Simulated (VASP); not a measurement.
SnO2 (Cassiterite), 6 atoms in the cell. The structure is tetragonal, space group P4_2/mnm (No. 136). Conventional cell: a = 4.738 Å, b = 4.738 Å, c = 3.187 Å, α = 90.00°, β = 90.00°, γ = 90.00°. Sn (site symmetry mmm) has 6 O at 2.05 to 2.06 Å as nearest neighbours. Around O (site symmetry m2m) lie 3 Sn at 2.05 to 2.06 Å. 

```yaml
Program: VASP 6.6.1
Task: relaxation of cell and atoms
Functional: RPBE
Dispersion: D3
Potentials_or_basis: VASP PAW PBE potentials, release 64 (Sn_d, O)
Cutoff: 600 eV
k_mesh: 6 × 6 × 8
Occupations: fermi-dirac, width 0.05 eV
Spin: no spin polarisation
Further_INCAR_settings: ALGO = Fast; EDIFF = 1e-07; IBRION = 2; EDIFFG = -0.01; NSW = 60; ISIF = 3
```

Potentials or basis: VASP PAW PBE potentials, release 64 (Sn_d, O).

The run is started by

```console
$ cat potpaw_PBE.64/Sn_d/POTCAR potpaw_PBE.64/O/POTCAR > POTCAR
$ mpirun -np 1 vasp_std > vasp.out
```

Hardware: 1 thread of Intel(R) Xeon(R) Platinum 8488C (Sapphire Rapids), on a shared host.

How long does it take, and how much memory?

It took 11 min on 1 thread of Intel(R) Xeon(R) Platinum 8488C (Sapphire Rapids) (shared host), peak memory 0.28 GiB. Counts: scf iterations 81, k points 50, ion steps 7.
